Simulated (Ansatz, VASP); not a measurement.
## Si in VASP and in Ansatz

```xyz
1
Lattice="2.4660 0.0000 0.0000 -1.2330 2.1356 0.0000 0.0000 0.0000 2.7851" Properties=species:S:1:pos:R:3 pbc="T T T"
Si    0.0000    0.0000    0.0000
```

Alike in both runs: task single point; functional LDA; k mesh 24 × 24 × 22; occupations gaussian, width 0.15 eV; no spin polarisation.

|  | VASP | Ansatz |
| --- | --- | --- |
| version | VASP 6.6.1 | Ansatz 0.2.0 |
| potentials or method | VASP PAW LDA potentials, release 64 (Si) | scalar-relativistic, plane waves, PAW |
| plane-wave cutoff (eV) | 520 | 420 |
| valence electrons in the cell | 4 | 4 |

```tsv
	VASP	Ansatz	Ansatz less VASP
gap on the k mesh at the Fermi level (eV)	none	none	-
pressure (GPa)	3.7	3.6	-0.04
largest component of the traceless stress (GPa)	21.84	21.78	-0.060
```

A gap of «none» marks a metal or a gap that the smearing closes.
